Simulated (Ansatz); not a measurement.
A run of Ansatz 0.2.0 is set up as follows.

File input.yaml:

```yaml
crystal:
  lattice:
    - [-1.59487188, 1.55125447, 2.72766671]
    - [1.54721713, -1.56492539, 2.70791077]
    - [1.61541683, 1.58547034, -2.73561407]
  atoms:
    - { symbol: Sb, position: [0.0, 0.0, 0.0] }
hamiltonian:
  xc: pbe
  pseudopotentials: { kind: paw }
kpoints:
  mp_grid: { grid: [7, 7, 9] }
scf:
  occupations: { method: fermi_dirac, width: 0.05 }
phonons:
  method: dfpt
```

Potentials or basis: Ansatz PAW.

Launch:

```sh
$ ansatz run input.yaml --threads 2 --pin off --max-ram 5632MiB --backend cpu --events-out ev --progress --plain --runs-dir out
```

Estimate the band gap on the k mesh.

none (metal or under the smearing width).

The run has no spin-orbit coupling, so splittings on Sb are missing.
